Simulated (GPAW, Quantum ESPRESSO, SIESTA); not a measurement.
# In-plane stress of wurtzite GaN under biaxial strain, QE, PBE

Calculated with Quantum ESPRESSO 7.5: PBE; plane waves, GBRV 1.5 ultrasoft, 50/300 Ry; k-mesh 8×8×4. The first two cell vectors are strained alike from typed lattice constants; the third vector's length and the atoms are relaxed.

| in-plane strain (%) | in-plane stress (GPa, compression positive) |
| --- | --- |
| -4 | 18.39 |
| -3 | ? |
| -2 | 8.425 |
| -1 | 4.009 |
| 0 | -0.3495 |
| +1 | -4.078 |
| +2 | -7.62 |
| +3 | -10.82 |
| +4 | -13.74 |

Task: Fit a second-order form in the logarithmic strain to the rows given and interpolate to the withheld row.

Worked fit:

With u = ln[(1 + ε)/(1 + ε0)], counted from the row at ε0 = +0 % where y0 = -0.3495, a second-order form y = y0 + a u + b u² makes v = (y − y0)/u a line in u.

```
         u         v
-0.0408220  -459.054
-0.0202027  -434.323
-0.0100503  -433.667
0.00995033  -374.711
 0.0198026  -367.148
 0.0295588  -354.226
 0.0392207  -341.414
```

With n = 7: mean u = 0.00392249, mean v = -394.935, Σ(u − ū)² = 0.0049710, Σ(u − ū)(v − v̄) = 7.8564. Slope b = 7.8564 / 0.0049710 = 1580.4; intercept a = v̄ − b ū = -401.13.

At the withheld row u = -0.03046, v = a + b u = -449.3, and y = y0 + u v.

Prediction at -3: 13.33 GPa. The run gave 13.24 GPa, so the fit is high by 0.095 GPa (0.72 % of the value).

The first-order term gives a biaxial modulus of 401 GPa at ε0. The second-order term makes up 11 % of v at the withheld row. Among the rows given, the largest miss of the fit is at -4, by 0.27 GPa (0.84 % of the range of the table).

Limits: The nuclei are static. The DFT runs use Fermi–Dirac occupations of width 0.01 eV, and energies are free energies.

[Logs are printed without paths, hosts, clocks, repeated set-up lines and the standing remarks that a program may print on its own settings, such as how far it seeks lower states.]

[Hosts, paths, dates, database ids (printed as entryN), source tags and the programs' standing remarks are cut or masked in the printed files.]
